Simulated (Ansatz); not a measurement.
# Preparing Ga2O3 (C2/m) as a host crystal, part 2 of 2

Before any defect goes in: Ga2O3 (C2/m) at rest, and how it screens a charge.

Ansatz 0.2.0; plane-wave PAW DFT, PBEsol; relaxation of the host's cell and atoms; PAW set soft_1 (the session's first sound run).

So far. Step 3 (Dielectric tensors of the host): The principal values of the electronic dielectric tensor are 4.10, 4.20 and 4.21. The principal values of the static dielectric tensor are 10.87, 10.92 and 13.83.

## (4) Defect free supercell relaxed in its symmetry

This cell, the one that will hold the defects, is built from the relaxed host. Its coarser k-points can move the atoms a little, so it is relaxed from the symmetric sites, as the reference for the test of stability.

This step: plane-wave PAW DFT, PBEsol; relaxation of the defect-free supercell in its symmetry; PAW set soft_1 (Ansatz 0.2.0).

System of this step: Ga2O3 (C2/m). The cell holds 120 atoms: 48 Ga and 72 O. Cell: a = 12.278 Å, b = 9.142 Å, c = 11.621 Å, α = 90.0°, β = 103.7°, γ = 90.0°.

Contents of pristine.symmetric/input.yaml:

```yaml
crystal:
  lattice:
    - [12.2779581966, 0.0, 0.0078688676]
    - [0.0, 9.1418946025, 0.0]
    - [-2.7604537593, 0.0, 11.2879152185]
  atoms:
    - { symbol: Ga, position: [0.3412764858, 0.0, 0.3427201886] }
    - { symbol: Ga, position: [0.8412764858, 0.1666666667, 0.3427201886] }
    - { symbol: Ga, position: [0.1587235142, 0.1666666667, 0.1572798114] }
    - { symbol: Ga, position: [0.6587235142, 0.0, 0.1572798114] }
    - { symbol: Ga, position: [0.4094922641, 0.1666666667, 0.1023013088] }
    - { symbol: Ga, position: [0.9094922641, 0.0, 0.1023013088] }
    - { symbol: Ga, position: [0.0905077359, 0.0, 0.3976986912] }
    - { symbol: Ga, position: [0.5905077359, 0.1666666667, 0.3976986912] }
    - { symbol: O, position: [0.0037884346, 0.1666666667, 0.3720424594] }
    - { symbol: O, position: [0.5037884346, 0.0, 0.3720424594] }
    - { symbol: O, position: [0.4962115654, 0.0, 0.1279575406] }
    - { symbol: O, position: [0.9962115654, 0.1666666667, 0.1279575406] }
    - { symbol: O, position: [0.3267873152, 0.1666666667, 0.2186196626] }
    - { symbol: O, position: [0.8267873152, 0.0, 0.2186196626] }
    - { symbol: O, position: [0.1732126848, 0.0, 0.2813803374] }
    - { symbol: O, position: [0.6732126848, 0.1666666667, 0.2813803374] }
    - { symbol: O, position: [0.1652740744, 0.0, 0.0547632684] }
    - { symbol: O, position: [0.6652740744, 0.1666666667, 0.0547632684] }
    - { symbol: O, position: [0.3347259256, 0.1666666667, 0.4452367316] }
    - { symbol: O, position: [0.8347259256, 0.0, 0.4452367316] }
    - { symbol: Ga, position: [0.3412764858, 0.0, 0.8427201886] }
    - { symbol: Ga, position: [0.8412764858, 0.1666666667, 0.8427201886] }
    - { symbol: Ga, position: [0.1587235142, 0.1666666667, 0.6572798114] }
    - { symbol: Ga, position: [0.6587235142, 0.0, 0.6572798114] }
    - { symbol: Ga, position: [0.4094922641, 0.1666666667, 0.6023013088] }
    - { symbol: Ga, position: [0.9094922641, 0.0, 0.6023013088] }
    - { symbol: Ga, position: [0.0905077359, 0.0, 0.8976986912] }
    - { symbol: Ga, position: [0.5905077359, 0.1666666667, 0.8976986912] }
    - { symbol: O, position: [0.0037884346, 0.1666666667, 0.8720424594] }
    - { symbol: O, position: [0.5037884346, 0.0, 0.8720424594] }
[... 84 atom lines left out ...]
    - { symbol: O, position: [0.1732126848, 0.6666666667, 0.7813803374] }
    - { symbol: O, position: [0.6732126848, 0.8333333333, 0.7813803374] }
    - { symbol: O, position: [0.1652740744, 0.6666666667, 0.5547632684] }
    - { symbol: O, position: [0.6652740744, 0.8333333333, 0.5547632684] }
    - { symbol: O, position: [0.3347259256, 0.8333333333, 0.9452367316] }
    - { symbol: O, position: [0.8347259256, 0.6666666667, 0.9452367316] }
basis:
  ecutwfc: 420
  xc_grid: 2
hamiltonian:
  xc: pbesol
  pseudopotentials: { kind: paw, azcp: { folder: soft_1 }, xc_functional: pbe }
kpoints:
  mp_grid: { grid: [1, 1, 1] }
scf:
  occupations: { method: fermi_dirac, width: 0.01 }
  max_iter: 100
  lower_state_search: "off"
output:
  forces: true
relax:
  f_tol: 0.015
  max_steps: 60
  escape_saddle: false
checkpoint:
  write: "../pristine.symmetric.run"
  compress: false
  write_wavefunctions: false
  write_every: 100000
```

Started as:

```
ansatz run input.yaml --threads 32 --pin off --max-ram 84787MiB --backend cuda --events-out ev --progress --plain --runs-dir out --max-vram 78GiB
```

Numbers of over 12 decimals in the logs are rounded to 6 here.

What it wrote:

```text
[...]
device memory: the entry about to start is reckoned to put 4.4 GiB on a device that reports 130.2 GiB free (of which the cap on the GPU budget leaves the run 78.0 GiB)
GPU FFT provider: cuFFT
GPU libraries: cuBLAS 13.8.1, cuFFT 12.4.0, cuSOLVER 12.3.2
GPU matrix products: emulated (plane waves: as basis.precision tells), large ones in fixed point in workspaces of 1.00 GiB
Crystal: 120 atoms, lattice volume = 1267.197 Å³
Basis set: ecut = 420 eV, 24771 PW (Γ), exchange–correlation on 180×128×160 points (8 copies of the dense FFT grid, shifted against one another)
Bands: 648, of which v1, the nominal top of the filled ones, is band 528 counted from 1 (527 counted from 0)
Symmetry: 48 space group operations
[...]
k-points: 1
[...]
GPU buffer pool allocated for 460800 grid points (all kernels)
GPU transforms: local potential and band sums: pruned to the plane-wave sphere, on 81×64×80
[...]
SCF iter   1: F=—  HF=-220127.630838 eV  |Δ(HF+E_count)|=         —  Δρ=1.17e-1  dr2=7.86e1  Hψ=2210
[...]
SCF iter   9: F=-220100.603182 eV  HF=-220100.603182 eV  |Δ(HF+E_count)|=   1.80e-5  Δρ=8.74e-6  dr2=9.60e-7  Hψ=1927
SCF 1 converged in 9 iterations: F = -220100.603182 eV  dr2 = 9.60e-7
[...]
relax step   1: F+E_penalty+E_count = -220100.60318197 eV  Δ(F+E_penalty+E_count) = +0.000e0 eV  max|allowed force component| = 2.842e-2 eV/Å  Δτ_max = 0.0000 Å  (9 SCF iters, dr2 threshold 5.63e-6 eV, accepted)
[...]
relax step   2: F+E_penalty+E_count = -220100.60499395 eV  Δ(F+E_penalty+E_count) = -1.812e-3 eV  max|allowed force component| = 2.049e-2 eV/Å  Δτ_max = 0.0024 Å  (6 SCF iters, accepted)
SCF iter   1: F=—  HF=-220100.603318 eV  |Δ(HF+E_count)|=         —  Δρ=4.75e-4  dr2=9.72e-4  Hψ=1288
[...]
SCF iter   6: F=-220100.606466 eV  HF=-220100.606466 eV  |Δ(HF+E_count)|=   1.09e-7  Δρ=1.69e-6  dr2=3.66e-8  Hψ=2201
SCF 3 converged in 6 iterations: F = -220100.606466 eV  dr2 = 3.66e-8
relax step   3: F+E_penalty+E_count = -220100.60646636 eV  Δ(F+E_penalty+E_count) = -1.472e-3 eV  max|allowed force component| = 7.751e-3 eV/Å  Δτ_max = 0.0036 Å  (6 SCF iters, accepted)
SCF converged after 6 iterations
Free energy (F): -220100.606466 eV
[...]
Internal energy: -220100.606466 eV  (E = F + TS)
E sigma→0 (E₀):  -220100.606466 eV
Fermi energy:    9.027178 eV
[...]
--- Forces (eV/Å), atoms counted from 1 ---
  atom   1  Ga    -0.00775126    -0.00000000     0.00589304
  atom   2  Ga    -0.00775126    -0.00000000     0.00589304
  atom   3  Ga     0.00775126     0.00000000    -0.00589304
  atom   4  Ga     0.00775126     0.00000000    -0.00589304
  atom   5  Ga     0.00428118     0.00000000    -0.00049835
  atom   6  Ga     0.00428118     0.00000000    -0.00049835
  [... 114 more lines of this table ...]
  max |Σ_I F_I| component: 2.52e-17 eV/Å
--- Relaxed structure (3 steps of the walk, 3 accepted, 0 SCFs on fresh bases) ---
  F+E_penalty+E_count = -220100.60646636 eV   max|allowed force component| = 7.751e-3 eV/Å
  atoms:
    - { symbol: Ga, position: [0.341335, 0, 0.342704] }
    - { symbol: Ga, position: [0.841335, 0.166667, 0.342704] }
    - { symbol: Ga, position: [0.158665, 0.166667, 0.157296] }
    - { symbol: Ga, position: [0.658665, 0, 0.157296] }
    - { symbol: Ga, position: [0.409589, 0.166667, 0.102330] }
    - { symbol: Ga, position: [0.909589, 0, 0.102330] }
  [... 114 more lines of this table ...]
```

Elapsed: 5.2 s, on 1 × NVIDIA GB200 with 32 threads of Arm Neoverse V2, shared host; peak memory 1.1 GiB; 9.4 s of CPU time.

Relaxation path:

```
step  energy less that of the first step (eV)  largest force component (eV/Å)
   1                                   0.0000                          0.0284
   2                                  -0.0018                          0.0205
   3                                  -0.0033                          0.0078
```

Forces are held to the 48 operations that the run works with; a distortion that breaks them can't arise in this run.

## (5) Defect free supercell relaxed from displaced atoms

This step: plane-wave PAW DFT, PBEsol; relaxation of the defect-free supercell from random displacements, a test of the host's stability; PAW set soft_1 (Ansatz 0.2.0).

pristine.rattled/input.yaml, as its differences from pristine.symmetric/input.yaml of step 4:

```diff
@@ -59,6 +59,6 @@
   f_tol: 0.015
-  max_steps: 60
-  escape_saddle: false
+  max_steps: 120
+  random_displacement: { amplitude: 0.06, seed: 8071 }
 checkpoint:
-  write: "../pristine.symmetric.run"
+  write: "../pristine.rattled.run"
   compress: false
```

What it wrote:

```text
[...]
Crystal: 120 atoms, lattice volume = 1267.197 Å³
Basis set: ecut = 420 eV, 24771 PW (Γ), exchange–correlation on 180×128×160 points (8 copies of the dense FFT grid, shifted against one another)
Bands: 648, of which v1, the nominal top of the filled ones, is band 528 counted from 1 (527 counted from 0)
Symmetry: 1 space group operations
k-points: 1
[...]
SCF iter   1: F=—  HF=-220124.024626 eV  |Δ(HF+E_count)|=         —  Δρ=1.17e-1  dr2=7.92e1  Hψ=2034
[...]
SCF iter   2: F=—  HF=-220104.789560 eV  |Δ(HF+E_count)|=    1.92e1  Δρ=5.36e-2  dr2=1.91e1  Hψ=1209
[...]
SCF iter   9: F=-220096.896404 eV  HF=-220096.896404 eV  |Δ(HF+E_count)|=   1.82e-5  Δρ=8.45e-6  dr2=1.10e-6  Hψ=1915
SCF 1 converged in 9 iterations: F = -220096.896404 eV  dr2 = 1.10e-6
[...]
relax step   1: F+E_penalty+E_count = -220096.89640409 eV  Δ(F+E_penalty+E_count) = +0.000e0 eV  max|allowed force component| = 2.361e0 eV/Å  Δτ_max = 0.0000 Å  (9 SCF iters, dr2 threshold 5.63e-6 eV, accepted)
[...]
relax step   2: F+E_penalty+E_count = -220099.25977570 eV  Δ(F+E_penalty+E_count) = -2.363e0 eV  max|allowed force component| = 1.320e0 eV/Å  Δτ_max = 0.0627 Å  (6 SCF iters, dr2 threshold 1.00e-4 eV, accepted)
relax step   3: F+E_penalty+E_count = -220100.60380315 eV  Δ(F+E_penalty+E_count) = -1.344e0 eV  max|allowed force component| = 4.808e-2 eV/Å  Δτ_max = 0.0638 Å  (6 SCF iters, dr2 threshold 1.00e-4 eV, accepted)
relax step   4: F+E_penalty+E_count = -220100.60382892 eV  Δ(F+E_penalty+E_count) = -2.577e-5 eV  max|allowed force component| = 4.793e-2 eV/Å  Δτ_max = 0.0000 Å  (5 SCF iters, accepted)
[...]
SCF iter   1: F=—  HF=-220100.603691 eV  |Δ(HF+E_count)|=         —  Δρ=1.36e-3  dr2=7.30e-3  Hψ=1324
[...]
SCF iter   2: F=—  HF=-220100.601843 eV  |Δ(HF+E_count)|=   1.85e-3  Δρ=6.70e-4  dr2=1.78e-3  Hψ=986
[...]
SCF iter   7: F=-220100.606739 eV  HF=-220100.606739 eV  |Δ(HF+E_count)|=   6.04e-8  Δρ=1.32e-6  dr2=2.40e-8  Hψ=1947
SCF 5 converged in 7 iterations: F = -220100.606739 eV  dr2 = 2.40e-8
[...]
relax step   5: F+E_penalty+E_count = -220100.60673907 eV  Δ(F+E_penalty+E_count) = -2.910e-3 eV  max|allowed force component| = 2.294e-3 eV/Å  Δτ_max = 0.0100 Å  (7 SCF iters, accepted)
SCF converged after 7 iterations
Free energy (F): -220100.606739 eV
[...]
Internal energy: -220100.606739 eV  (E = F + TS)
E sigma→0 (E₀):  -220100.606739 eV
Fermi energy:    9.027296 eV
[...]
--- Forces (eV/Å), atoms counted from 1 ---
  atom   1  Ga    -0.00018478    -0.00028677     0.00130093
  atom   2  Ga     0.00130115     0.00072505     0.00047199
  atom   3  Ga     0.00035525    -0.00063905     0.00119408
  atom   4  Ga     0.00033787    -0.00000804     0.00009447
  atom   5  Ga    -0.00094236    -0.00004041     0.00044519
  atom   6  Ga     0.00058648    -0.00038148    -0.00110651
  [... 114 more lines of this table ...]
  max |Σ_I F_I| component: 6.02e-6 eV/Å
--- Relaxed structure (5 steps of the walk, 5 accepted, 0 SCFs on fresh bases) ---
  F+E_penalty+E_count = -220100.60673907 eV   max|allowed force component| = 2.294e-3 eV/Å
  atoms:
    - { symbol: Ga, position: [0.341004, 0.000711, 0.342785] }
    - { symbol: Ga, position: [0.840999, 0.167317, 0.342820] }
    - { symbol: Ga, position: [0.158532, 0.167378, 0.157175] }
    - { symbol: Ga, position: [0.658531, 0.000669, 0.157194] }
    - { symbol: Ga, position: [0.409448, 0.167342, 0.102392] }
    - { symbol: Ga, position: [0.909463, 0.000727, 0.102436] }
  [... 114 more lines of this table ...]
```

Wall time 4.6 s (1 × NVIDIA GB200 with 32 threads); peak memory 1.2 GiB.

Step by step:

```
step  energy less that of the first step (eV)  largest force component (eV/Å)
   1                                   0.0000                          2.3614
   2                                  -2.3634                          1.3203
   3                                  -3.7074                          0.0481
   4                                  -3.7074                          0.0479
   5                                  -3.7103                          0.0023
```

The relaxation ends 31 meV an atom lower than the displaced start, with a largest force component of 0.0023 eV/Å.

## (6) Host on a dense mesh

This step: plane-wave PAW DFT, PBEsol; single point of the defect-free host, a test of the k-point sampling; PAW set soft_1 (Ansatz 0.2.0).

System of this step: Ga2O3 (C2/m). Symmetry: C2/m, No. 12, monoclinic system. The conventional cell has a = 12.278 Å, b = 3.047 Å, c = 5.810 Å, α = 90.00°, β = 103.71°, γ = 90.00°. Nearest to Ga lie 6 O at 1.94 to 2.08 Å. Ga has 4 O at 1.84 to 1.87 Å nearest. Nearest to O lie 3 Ga at 1.84 to 1.94 Å. Nearest to O lie 4 Ga at 1.87 to 2.08 Å. Nearest to O lie 3 Ga at 1.84 to 1.95 Å. Farther neighbours and most contacts between anions are not listed.

Contents of dense/input.yaml:

```yaml
crystal:
  lattice:
    - [6.1389790983, -1.5236491004, 0.0039344338]
    - [6.1389790983, 1.5236491004, 0.0039344338]
    - [-1.3802268796, 0.0, 5.6439576092]
  atoms:
    - { symbol: Ga, position: [0.3412764858, 0.3412764858, 0.6854403771] }
    - { symbol: Ga, position: [0.6587235142, 0.6587235142, 0.3145596229] }
    - { symbol: Ga, position: [0.9094922641, 0.9094922641, 0.2046026177] }
    - { symbol: Ga, position: [0.0905077359, 0.0905077359, 0.7953973823] }
    - { symbol: O, position: [0.5037884346, 0.5037884346, 0.7440849188] }
    - { symbol: O, position: [0.4962115654, 0.4962115654, 0.2559150812] }
    - { symbol: O, position: [0.8267873152, 0.8267873152, 0.4372393251] }
    - { symbol: O, position: [0.1732126848, 0.1732126848, 0.5627606749] }
    - { symbol: O, position: [0.1652740744, 0.1652740744, 0.1095265368] }
    - { symbol: O, position: [0.8347259256, 0.8347259256, 0.8904734632] }
basis:
  ecutwfc: 420
  xc_grid: 2
hamiltonian:
  xc: pbesol
  pseudopotentials: { kind: paw, azcp: { folder: soft_1 }, xc_functional: pbe }
kpoints:
  mp_grid: { grid: [9, 9, 5] }
scf:
  occupations: { method: fermi_dirac, width: 0.01 }
  max_iter: 100
  lower_state_search: "off"
checkpoint:
  write: "../dense.run"
  compress: false
  write_wavefunctions: false
  write_every: 100000
```

What it wrote:

```text
[...]
GPU FFT provider: cuFFT
GPU libraries: cuBLAS 13.8.1, cuFFT 12.4.0, cuSOLVER 12.3.2
[...]
Crystal: 10 atoms, lattice volume = 105.600 Å³
Basis set: ecut = 420 eV, 2045 PW (Γ), FFT grids on a1−a2, a2, a3, exchange–correlation on 48×90×80 points (8 copies of the dense FFT grid, shifted against one another)
Bands: 54, of which v1, the nominal top of the filled ones, is band 44 counted from 1 (43 counted from 0)
Symmetry: 4 space group operations
[...]
k-points: 115 of 405
[...]
GPU buffer pool allocated for 43200 grid points (all kernels)
[...]
SCF iter   1: F=—  HF=-18344.096142 eV  |Δ(HF+E_count)|=         —  Δρ=1.16e-1  dr2=6.45e0  Hψ=20814
[...]
SCF iter  10: F=-18341.867153 eV  HF=-18341.867153 eV  |Δ(HF+E_count)|=   1.37e-7  Δρ=5.32e-6  dr2=2.39e-8  Hψ=15445
SCF 1 converged in 10 iterations: F = -18341.867153 eV  dr2 = 2.39e-8
[...]
SCF converged after 10 iterations
Free energy (F): -18341.867153 eV
[...]
Internal energy: -18341.867153 eV  (E = F + TS)
E sigma→0 (E₀):  -18341.867153 eV
Fermi energy:    9.023346 eV
[...]
```

The job ended after 2.2 s (1 × NVIDIA GB200 with 32 threads; peak memory 0.95 GiB).

## (7) Defect free supercell at the zone centre

The supercell is run at the zone centre, to see how far that sampling misses the dense mesh.

System of this step: Ga2O3 (C2/m). The cell holds 120 atoms: 48 Ga and 72 O. Its edges and angles: a = 12.278 Å, b = 9.142 Å, c = 11.621 Å, α = 90.0°, β = 103.7°, γ = 90.0°.

pristine.sampling_gamma/input.yaml, as its differences from pristine.rattled/input.yaml of step 5:

```diff
@@ -55,10 +55,4 @@
   lower_state_search: "off"
-output:
-  forces: true
-relax:
-  f_tol: 0.015
-  max_steps: 120
-  random_displacement: { amplitude: 0.06, seed: 8071 }
 checkpoint:
-  write: "../pristine.rattled.run"
+  write: "../pristine.sampling_gamma.run"
   compress: false
```

What it wrote:

```text
[...]
GPU FFT provider: cuFFT
GPU libraries: cuBLAS 13.8.1, cuFFT 12.4.0, cuSOLVER 12.3.2
[...]
Crystal: 120 atoms, lattice volume = 1267.197 Å³
Basis set: ecut = 420 eV, 24771 PW (Γ), exchange–correlation on 180×128×160 points (8 copies of the dense FFT grid, shifted against one another)
Bands: 648, of which v1, the nominal top of the filled ones, is band 528 counted from 1 (527 counted from 0)
Symmetry: 48 space group operations
[...]
k-points: 1
[...]
GPU buffer pool allocated for 460800 grid points (all kernels)
[...]
SCF iter   1: F=—  HF=-220127.630838 eV  |Δ(HF+E_count)|=         —  Δρ=1.17e-1  dr2=7.86e1  Hψ=2210
[...]
SCF iter  10: F=-220100.603182 eV  HF=-220100.603182 eV  |Δ(HF+E_count)|=   5.29e-7  Δρ=2.03e-6  dr2=4.69e-8  Hψ=1599
SCF 1 converged in 10 iterations: F = -220100.603182 eV  dr2 = 4.69e-8
[...]
SCF converged after 10 iterations
Free energy (F): -220100.603182 eV
[...]
Internal energy: -220100.603182 eV  (E = F + TS)
E sigma→0 (E₀):  -220100.603182 eV
Fermi energy:    9.025698 eV
[...]
```

Elapsed: 1.8 s, on 1 × NVIDIA GB200 with 32 threads; peak memory 1.2 GiB; 3.7 s of CPU time.

## (8) Defect free supercell at the quarter point

The supercell is run at one point off the zone centre, to see how far that sampling misses the dense mesh.

pristine.sampling_quarter/input.yaml, as its differences from pristine.sampling_gamma/input.yaml of step 7:

```diff
@@ -50,3 +50,3 @@
 kpoints:
-  mp_grid: { grid: [1, 1, 1] }
+  mp_grid: { grid: [1, 1, 1], shift: [0.25, 0.25, 0.25] }
 scf:
@@ -56,3 +56,3 @@
 checkpoint:
-  write: "../pristine.sampling_gamma.run"
+  write: "../pristine.sampling_quarter.run"
   compress: false
```

What it wrote:

```text
[...]
GPU FFT provider: cuFFT
GPU libraries: cuBLAS 13.8.1, cuFFT 12.4.0, cuSOLVER 12.3.2
[...]
Crystal: 120 atoms, lattice volume = 1267.197 Å³
Basis set: ecut = 420 eV, 24771 PW (Γ), exchange–correlation on 180×128×160 points (8 copies of the dense FFT grid, shifted against one another)
Bands: 648, of which v1, the nominal top of the filled ones, is band 528 counted from 1 (527 counted from 0)
Symmetry: 24 space group operations
k-points: 1
[...]
GPU buffer pool allocated for 460800 grid points (all kernels)
[...]
SCF iter   1: F=—  HF=-220129.174819 eV  |Δ(HF+E_count)|=         —  Δρ=1.16e-1  dr2=7.74e1  Hψ=2168
[...]
SCF iter  10: F=-220102.434234 eV  HF=-220102.434234 eV  |Δ(HF+E_count)|=   4.55e-7  Δρ=1.60e-6  dr2=3.37e-8  Hψ=1600
SCF 1 converged in 10 iterations: F = -220102.434234 eV  dr2 = 3.37e-8
[...]
SCF converged after 10 iterations
Free energy (F): -220102.434234 eV
[...]
Internal energy: -220102.434234 eV  (E = F + TS)
E sigma→0 (E₀):  -220102.434234 eV
Fermi energy:    9.450311 eV
[...]
```

Elapsed: 2.2 s, on 1 × NVIDIA GB200 with 32 threads; peak memory 1.3 GiB.

## (9) Results

```json
{
 "primitive cell vectors, lengths": "6.325, 6.325, 5.810 Å",
 "electronic dielectric constant": "principal values (4.10, 4.20, 4.21)",
 "static dielectric constant": "principal values (10.87, 10.92, 13.83)",
 "gap on the k-mesh of the response run (PBEsol)": "2.23 eV",
 "supercell relaxed in its symmetry less the displaced and relaxed one": "0.000 eV",
 "energy an atom at the zone centre alone less that on the dense mesh": "0.015 eV",
 "energy an atom at one point at (¼, ¼, ¼) less that on the dense mesh": "0.000 eV"
}
```

**Reading.** Step 4: First to last step the energy falls by 0.003 eV; the largest move, 0.006 Å, is that of O19 and 23 other atoms alike. Step 5: The energy fell by 3.710 eV from the randomly displaced start; against the sites as typed, O98 ends farthest off, by 0.01 Å, once the mean shift is taken out. The displaced cell ends within 0.01 eV of the symmetric one relaxed in its symmetry, so no lower structure shows in this supercell. The k-mesh can miss the band edges, so this gap is an upper bound at this level. All at zero temperature.

[Logs are printed without paths, hosts, clocks, repeated set-up lines and the standing remarks that a program may print on its own settings, such as how far it seeks lower states.]

[Hosts, paths, dates, database ids (printed as entryN), source tags and the programs' standing remarks are cut or masked in the printed files.]

[Runs of the host that timed out are not shown.]

[For some hosts the program warned that the k-mesh of the response run may be too coarse for force constants and the static dielectric constant; such warnings are not always shown.]

[The program warned that the k-mesh of a response run behind this text may be too coarse: force constants, and the static dielectric constant and all else formed from them, are not shown converged.]
